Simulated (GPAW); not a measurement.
# ZnS (Wurtzite-2H) (P6_3mc) in GPAW: notebook, part 2 of 2

GPAW 26.7.0. The steps go on from the part before.

### Step 4. Equation of state, BEEF-vdW

run.py reads:

```python
from ase.eos import EquationOfState
from ase.io import Trajectory, read
from ase.units import GPa
from gpaw import GPAW, PW

atoms = read('POSCAR')

traj = Trajectory('eos.traj', 'w')
volumes, energies = [], []
for x in [0.94, 0.96, 0.98, 1.0, 1.02, 1.04, 1.06]:
    a = atoms.copy()
    a.set_cell(atoms.cell * x**(1 / 3), scale_atoms=True)
    calc = GPAW(mode=PW(600),
                xc={'name': 'BEEF-vdW', 'backend': 'libvdwxc'},
                kpts={'size': (6, 6, 3), 'gamma': True},
                occupations={'name': 'fermi-dirac', 'width': 0.05},
                nbands=31,
                convergence={'density': 1e-05, 'energy': 1e-05},
                maxiter=150,
                txt=f'eos-{x:.2f}.txt')
    a.calc = calc
    energies.append(a.get_potential_energy(force_consistent=True))
    volumes.append(a.get_volume())
    calc.write(f'eos-{x:.2f}.gpw')
    traj.write(a)
    print(f'{x:.2f} {volumes[-1]:10.4f} A^3 {energies[-1]:14.6f} eV', flush=True)

v0, e0, B = EquationOfState(volumes, energies, eos='birchmurnaghan').fit()
print(f'V0 = {v0:.4f} A^3, E0 = {e0:.6f} eV, B0 = {B / GPa:.2f} GPa')
```

POSCAR reads:

```
ZnS
1.0
    3.8110000000      0.0000000000      0.0000000000
   -1.9055000000      3.3004228138      0.0000000000
    0.0000000000      0.0000000000      6.2340000000
Zn S
2 2
Direct
    0.6666666667      0.3333333333      0.5000000000
    0.3333333333      0.6666666667      0.0000000000
    0.6666666667      0.3333333333      0.8850000000
    0.3333333333      0.6666666667      0.3850000000
```

Potentials or basis: GPAW PAW data sets (gpaw-data 1.2.1), pw.

On the command line:

```console
$ OMP_NUM_THREADS=1 python run.py
```

Run time: 3.1 min. Hardware: 1 thread of Arm Neoverse V2, shared host; peak memory 0.33 GiB.

Results (log left out):

```
Equilibrium volume                        : 20.91 Å³/atom (rough: see the caveat)
Bulk modulus at fixed shape and positions : 64 GPa (rough)
```

Energy against volume, from the lowest point:
```csv
volume (Å³/atom),energy (meV/atom)
18.427,74.73
18.819,50.83
19.211,32.19
19.603,18.26
19.995,8.51
20.387,2.52
20.779,0.00
```

Caveat: the minimum lies outside the volumes run; the cell was scaled at fixed shape and fractional positions, which overstates the stiffness of a crystal with free parameters, most of all of layers and chains; the PAW data sets were made with another functional, which shifts forces and pressure a little.

### Step 5. Band structure, PBE

run.py reads:

```python
from ase import Atoms
from ase.dft.bandgap import bandgap
from ase.io import write
from ase.units import GPa
from gpaw import GPAW, PW, setup_paths

setup_paths.insert(0, '.')

atoms = Atoms(['Zn', 'Zn', 'S', 'S'],
              cell=[[3.811, 0.0, 0.0],
                    [-1.9055, 3.3004228138, 0.0],
                    [0.0, 0.0, 6.234]],
              scaled_positions=[[0.6666666667, 0.3333333333, 0.5],
                                [0.3333333333, 0.6666666667, 0.0],
                                [0.6666666667, 0.3333333333, 0.885],
                                [0.3333333333, 0.6666666667, 0.385]],
              pbc=True)

calc = GPAW(mode=PW(1100),
            xc='PBE',
            kpts={'size': (6, 6, 3), 'gamma': True},
            occupations={'name': 'fermi-dirac', 'width': 0.05},
            setups='sg15',
            nbands=-13,
            convergence={'density': 1e-05, 'energy': 1e-05},
            maxiter=150,
            txt='gpaw.txt')
atoms.calc = calc
energy = atoms.get_potential_energy()
forces = atoms.get_forces()
stress = atoms.get_stress()
calc.write('gs.gpw')
write('result.traj', atoms)
print(f'Energy: {energy:.6f} eV')
print('Forces (eV/A):')
print(forces.round(4))
print('Stress (GPa):', (stress / GPa).round(3))
print('Fermi level:', round(calc.get_fermi_level(), 4), 'eV')
print(f'Gap: {bandgap(calc)[0]:.4f} eV, direct: {bandgap(calc, direct=True)[0]:.4f} eV')

path = atoms.cell.bandpath('GMKGALHA,LM,KH', npoints=100, eps=1e-4)
bs_calc = calc.fixed_density(kpts=path, symmetry='off', nbands=-26,
                             convergence={'bands': 'CBM+6.0', 'eigenstates': 1e-6}, txt='bands.txt')
bs = bs_calc.band_structure()
bs.write('bs.json')
print(f'Gap on the path: {bandgap(bs_calc)[0]:.4f} eV')
```

Potentials or basis: SG15 ONCV 1.2, pw.

On the command line:

```console
$ OMP_NUM_THREADS=1 python run.py
```

Run time: 6.9 min. Hardware: 1 thread of Arm Neoverse V2, shared host; peak memory 1 GiB.

The run converged. Its results:

- Free energy: -11453.4594 eV
- Pressure: 2.5 GPa
- Largest force: 0.332 eV/Å
- Band gap on the k mesh: 2.25 eV, direct
- Band gap along the path: 2.25 eV, direct

Forces on the atoms (eV/Å):
```
Zn   0.000  0.000  0.332
Zn   0.000  0.000  0.331
S    0.000  0.000 -0.325
S    0.000  0.000 -0.324
```

Stress tensor (GPa, compression positive):
```
3.20 0.00 0.00
0.00 3.20 0.00
0.00 0.00 1.10
```

Levels at the corners of the path, in eV from the valence-band top:
| point | band 23 | band 24 | band 25 | band 26 | band 27 | band 28 | band 29 | band 30 |
| --- | --- | --- | --- | --- | --- | --- | --- | --- |
| Γ | -0.86 | -0.01 | -0.01 | 0.00 | 2.25 | 3.01 | 6.32 | 6.32 |
| M | -3.15 | -2.25 | -1.56 | -0.98 | 3.63 | 4.28 | 5.19 | 7.16 |
| K | -3.87 | -2.21 | -2.21 | -2.21 | 4.49 | 5.93 | 5.93 | 7.90 |
| Γ | -0.86 | -0.01 | -0.01 | 0.00 | 2.25 | 3.01 | 6.32 | 6.32 |
| A | -0.45 | -0.45 | -0.45 | -0.45 | 3.52 | 3.52 | 6.75 | 6.75 |
| L | -1.66 | -1.66 | -1.53 | -1.53 | 3.63 | 3.63 | 5.17 | 5.17 |
| H | -3.11 | -3.11 | -1.25 | -1.25 | 4.55 | 4.55 | 6.50 | 6.50 |
| A | -0.45 | -0.45 | -0.45 | -0.45 | 3.52 | 3.52 | 6.75 | 6.75 |
| L | -1.66 | -1.66 | -1.53 | -1.53 | 3.63 | 3.63 | 5.17 | 5.17 |
| M | -3.15 | -2.25 | -1.56 | -0.98 | 3.63 | 4.28 | 5.19 | 7.16 |
| K | -3.87 | -2.21 | -2.21 | -2.21 | 4.49 | 5.93 | 5.93 | 7.90 |
| H | -3.11 | -3.11 | -1.25 | -1.25 | 4.55 | 4.55 | 6.50 | 6.50 |

### Step 6. Band structure, PBE

run.py reads:

```python
from ase.dft.bandgap import bandgap
from ase.io import read, write
from gpaw import GPAW

atoms = read('ZnS.cif')

calc = GPAW(mode='fd',
            h=0.16,
            xc='PBE',
            kpts={'size': (6, 6, 3), 'gamma': True},
            occupations={'name': 'fermi-dirac', 'width': 0.05},
            nbands=31,
            convergence={'density': 1e-05, 'energy': 1e-05},
            maxiter=150,
            txt='gpaw.txt')
atoms.calc = calc
energy = atoms.get_potential_energy()
forces = atoms.get_forces()
calc.write('gs.gpw')
write('result.traj', atoms)
print(f'Energy: {energy:.6f} eV')
print('Forces (eV/A):')
print(forces.round(4))
print('Fermi level:', round(calc.get_fermi_level(), 4), 'eV')
print(f'Gap: {bandgap(calc)[0]:.4f} eV, direct: {bandgap(calc, direct=True)[0]:.4f} eV')

path = atoms.cell.bandpath('GMKGALHA,LM,KH', npoints=60, eps=1e-4)
bs_calc = calc.fixed_density(kpts=path, symmetry='off', nbands=48,
                             convergence={'bands': 'CBM+6.0', 'eigenstates': 1e-6}, txt='bands.txt')
bs = bs_calc.band_structure()
bs.write('bs.json')
print(f'Gap on the path: {bandgap(bs_calc)[0]:.4f} eV')
```

ZnS.cif reads:

```cif
data_ZnS
_cell_length_a 3.81100000
_cell_length_b 3.81100000
_cell_length_c 6.23400000
_cell_angle_alpha 90.00000000
_cell_angle_beta 90.00000000
_cell_angle_gamma 120.00000000
_space_group_name_H-M_alt 'P1'
_space_group_name_Hall 'P 1'
_space_group_IT_number 1
loop_
_space_group_symop_operation_xyz
'x,y,z'
loop_
_atom_site_label
_atom_site_type_symbol
_atom_site_symmetry_multiplicity
_atom_site_Wyckoff_symbol
_atom_site_fract_x
_atom_site_fract_y
_atom_site_fract_z
_atom_site_occupancy
Zn1 Zn 1 a 0.6666666667 0.3333333333 0.5000000000 1
Zn2 Zn 1 a 0.3333333333 0.6666666667 0.0000000000 1
S1 S 1 a 0.6666666667 0.3333333333 0.8850000000 1
S2 S 1 a 0.3333333333 0.6666666667 0.3850000000 1
```

Potentials or basis: GPAW PAW data sets (gpaw-data 1.2.1), fd.

On the command line:

```console
$ OMP_NUM_THREADS=1 python run.py
```

It took 7.5 min on 1 thread of Intel Xeon 6975P-C (Granite Rapids), shared host; peak memory 1.4 GiB.

Results (log left out):

| Property | Result |
| --- | --- |
| Free energy | -13.7899 eV |
| Largest force | 0.331 eV/Å |
| Band gap on the k mesh | 2.24 eV, direct |
| Band gap along the path | 2.24 eV, direct |

Forces on the atoms (eV/Å):
```
Zn   0.000  0.000  0.331
Zn   0.000  0.000  0.331
S    0.000  0.000 -0.320
S    0.000  0.000 -0.320
```

Levels at the corners of the path, in eV from the valence-band top:
```csv
point,band 15,band 16,band 17,band 18,band 19,band 20,band 21,band 22
Γ,-0.86,-0.01,-0.01,0.00,2.24,2.99,6.27,6.27
M,-3.15,-2.25,-1.56,-0.98,3.61,4.26,5.17,7.10
K,-3.87,-2.21,-2.21,-2.21,4.46,5.91,5.91,7.88
Γ,-0.86,-0.01,-0.01,0.00,2.24,2.99,6.27,6.27
A,-0.45,-0.45,-0.45,-0.45,3.50,3.50,6.70,6.70
L,-1.66,-1.66,-1.53,-1.53,3.61,3.61,5.13,5.13
H,-3.11,-3.11,-1.25,-1.25,4.53,4.53,6.47,6.47
A,-0.45,-0.45,-0.45,-0.45,3.50,3.50,6.70,6.70
L,-1.66,-1.66,-1.53,-1.53,3.61,3.61,5.13,5.13
M,-3.15,-2.25,-1.56,-0.98,3.61,4.26,5.17,7.10
K,-3.87,-2.21,-2.21,-2.21,4.46,5.91,5.91,7.88
H,-3.11,-3.11,-1.25,-1.25,4.53,4.53,6.47,6.47
```

Caveat: the real-space grid adds noise to forces.

### Step 7. Summary

| task | level | potentials or basis | cutoff (eV) | band path | band points | data set | grid spacing | gap on the mesh (eV) | pressure (GPa) | largest force (eV/Å) |
| --- | --- | --- | --- | --- | --- | --- | --- | --- | --- | --- |
| band structure | LDA | the program's PAW data sets (release 1.2.1) made for this functional, newer versions, pw | 600 | GMKGALHA,LM,KH | 60 | S v3 | - | 1.99 | -4.2 | 0.29 |
| band structure | LDA | the program's PAW data sets (release 1.2.1) made for this functional, pw | 600 | GMKGALHA,LM,KH | 100 | - | - | 1.99 | -4.3 | 0.29 |
| equation of state | BEEF-vdW | GPAW PAW data sets (gpaw-data 1.2.1), pw | 600 | - | - | - | - | - | - | - |
| band structure | PBE | SG15 ONCV 1.2, pw | 1100 | GMKGALHA,LM,KH | 100 | - | - | 2.25 | 2.5 | 0.33 |
| band structure | PBE | GPAW PAW data sets (gpaw-data 1.2.1), fd | - | GMKGALHA,LM,KH | 60 | - | 0.16 Å | 2.24 | - | 0.33 |

Alike in all rows: no spin polarisation; cell as given; k mesh 6 × 6 × 3; smearing fermi-dirac 0.05 eV.

Caveats: the minimum lies outside the volumes run (some runs); the cell was scaled at fixed shape and fractional positions, which overstates the stiffness of a crystal with free parameters, most of all of layers and chains (some runs); the PAW data sets were made with another functional, which shifts forces and pressure a little (some runs); the real-space grid adds noise to forces (some runs).

Total energies depend on the potentials used, so only differences within one code and one set of settings carry meaning.

### Step 8. Comparison with measurements

Step 2. Against the measured gap of ZnS, 3.911 eV (direct; 4 K; a printed reference work, monograph), the calculated 1.99 eV is off by -1.92 eV. The value is that of LDA, without temperature or zero-point motion. Semilocal functionals fall short of measured gaps as a rule.

Step 3. Against the measured gap of ZnS, 3.911 eV (direct; 4 K; a printed reference work, monograph), the calculated 1.99 eV is off by -1.92 eV. The value is that of LDA, without temperature or zero-point motion. Semilocal functionals fall short of measured gaps as a rule.

Step 5. Against the measured gap of ZnS, 3.911 eV (direct; 4 K; a printed reference work, monograph), the calculated 2.25 eV is off by -1.67 eV. The value is that of PBE, without temperature or zero-point motion. Semilocal functionals fall short of measured gaps as a rule.

Step 6. Against the measured gap of ZnS, 3.911 eV (direct; 4 K; a printed reference work, monograph), the calculated 2.24 eV is off by -1.67 eV. The value is that of PBE, without temperature or zero-point motion. Semilocal functionals fall short of measured gaps as a rule.
